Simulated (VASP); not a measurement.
Wanted: the native input for a VASP 6.6.1 run.

```
Task                   : single point
Functional             : PBE
Potentials or basis    : VASP PAW PBE potentials, release 64 (Fe, O)
Cutoff                 : 520 eV
k mesh                 : 11 × 11 × 11
Occupations            : fermi-dirac, width 0.05 eV
Spin                   : collinear spin, ferromagnetic start
Starting moments       : [3.0, 0.0] μB
Further INCAR settings : ALGO = Normal; EDIFF = 1e-07; NBANDS = 18
```

The structure of FeO (Wuestite) lies in POSCAR:

```
FeO
1.0
    0.0000000000      2.1554000000      2.1554000000
    2.1554000000      0.0000000000      2.1554000000
    2.1554000000      2.1554000000      0.0000000000
Fe O
1 1
Direct
    0.0000000000      0.0000000000      0.0000000000
    0.5000000000      0.5000000000      0.5000000000
```

The input as run:

INCAR

```
  ALGO = Normal
  EDIFF = 1E-7
  ENCUT = 520
  GGA = PE
  ISIF = 2
  ISMEAR = -1
  ISPIN = 2
  LASPH = True
  LCHARG = True
  LELF = True
  LMAXMIX = 4
  LORBIT = 11
  LREAL = False
  LVHAR = True
  LWAVE = False
  MAGMOM = 3 0
  NBANDS = 18
  NELM = 120
  PREC = Accurate
  SIGMA = 0.05
```

KPOINTS

```
k-points
0
Gamma
  11 11 11
```

Potentials or basis: VASP PAW PBE potentials, release 64 (Fe, O).

The run is started by

```bash
$ cat potpaw_PBE.64/Fe/POTCAR potpaw_PBE.64/O/POTCAR > POTCAR
$ mpirun -np 1 vasp_std > vasp.out
```

It gave:

```
Pressure                                              : -0.1 GPa
Band gap on the k mesh                                : none (metal or under the smearing width)
Net moment                                            : 4.00 μB per cell
Site moments                                          : Fe +3.62; O +0.30 μB
Valence electrons inside the program's atomic spheres : Fe 6.73; O 4.99
```

Caveat: a cell with one magnetic atom can't hold antiferromagnetic order, which such compounds often take; semilocal functionals often make such compounds metallic where correlation or magnetic order opens a gap, which also shifts bond lengths.

It took 110 s on 1 thread of AMD EPYC 7R43 64-Core Processor (Zen 3), on a shared host, peak memory 0.13 GiB.
